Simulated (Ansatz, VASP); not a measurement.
**Two plane-wave programs on MgS**

```
Mg S
1.0
     0.13218    2.84982    2.84982
     2.84982    0.13218    2.84982
     2.84982    2.84982    0.13218
Mg S
1 1
Cartesian
  0.0258 0.0258 0.0258
  1.4322 1.4322 1.4322
```

Change from the starting cell: epitaxial_111 strain -4.0%.

Alike in both runs: task single point; functional r2SCAN; k mesh 8 × 8 × 8; no spin polarisation.

```csv
,VASP,Ansatz
version,VASP 6.6.1,Ansatz 0.2.0
potentials or method,"VASP PAW PBE potentials, release 64 (Mg, S)","plane waves, PAW"
plane-wave cutoff (eV),520,500
occupations,"gaussian, width 0.01 eV",fixed
valence electrons in the cell,8,16
```

```csv
,VASP,Ansatz,Ansatz less VASP
gap on the k mesh at the Fermi level (eV),4.03,4.04,+0.001
pressure (GPa),3.0,3.3,+0.28
largest component of the traceless stress (GPa),1.65,1.63,-0.016
```

The two sets of potentials don't hold the same shells in valence.

Caveats: the PAW data sets were made with another functional, which shifts forces and pressure a little (VASP). A k mesh can miss the band edges.
